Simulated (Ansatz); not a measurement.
MgB2: two-dimensional strain map

Level of theory: Ansatz, DFT PBEsol, scalar-relativistic, plane waves, PAW. Cutoff 420 eV, Γ-centred 18×18×14 k-points, Gaussian smearing of 0.15 eV. No spin polarisation. Energies are free energies at this smearing, counted from the undisturbed cell; pressure is positive in compression.

Zero of the scan (relaxed at this level; it needn't be the usual structure):

```yaml
crystal:
  lattice:
    - [3.06169, 0.00000, 0.00000]
    - [-1.53085, 2.65150, 0.00000]
    - [0.00000, 0.00000, 3.50446]
  atoms:
    - { symbol: Mg, position: [0.00000, 0.00000, 0.00000] }
    - { symbol: B, position: [0.33333, 0.66667, 0.50000] }
    - { symbol: B, position: [0.66667, 0.33333, 0.50000] }
```

The cell is strained by p along both x and y and by q along z, fractional coordinates fixed. Points are written (p, q).

Energy above the undisturbed cell in meV/atom (a dash: not computed):

```
 p \ q  -0.080  -0.040  0.000  0.040  0.080
-0.080   330.3   261.3  232.1  237.6  266.4
-0.040   128.5    74.1   53.3      –      –
 0.000       –       –    0.0      –      –
```

Pressure in GPa:

| p \ q | -0.080 | -0.040 | 0.000 | 0.040 | 0.080 |
| --- | --- | --- | --- | --- | --- |
| -0.080 | 61.0 | 49.8 | 40.7 | 33.6 | 28.1 |
| -0.040 | 32.3 | 23.8 | 17.0 | – | – |
| 0.000 | – | – | 0.0 | – | – |